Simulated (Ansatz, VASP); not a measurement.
One calculation of CdSe, two programs

```
Cd Se
1.0
     0.00000    3.07027    3.07027
     3.07027    0.00000    3.07027
     3.07027    3.07027    0.00000
Cd Se
1 1
Direct
  0.00000 0.00000 0.00000
  0.25000 0.25000 0.25000
```

Measurements of this composition are mostly on another form, of space group No. 186.

Alike in both runs: task single point; functional PBE; k mesh 8 × 8 × 8; occupations gaussian, width 0.03 eV; no spin polarisation.

```csv
,VASP,Ansatz
version,VASP 6.6.1,Ansatz 0.2.0
potentials or method,"VASP PAW PBE potentials, release 64 (Cd, Se)",Ansatz PAW
plane-wave cutoff (eV),520,420
valence electrons in the cell,18,36
```

|  | VASP | Ansatz | Ansatz less VASP |
| --- | --- | --- | --- |
| gap on the k mesh at the Fermi level (eV) | 0.55 | 0.55 | +0.001 |
| least direct gap on the mesh (eV) | 0.55 | 0.55 | +0.001 |
| pressure (GPa) | 1.6 | 1.3 | -0.28 |

The functional is the same, so the differences come from potentials, cutoffs and numerics. The two sets of potentials don't hold the same shells in valence.

As with any semilocal functional, this PBE gap is likely too small.
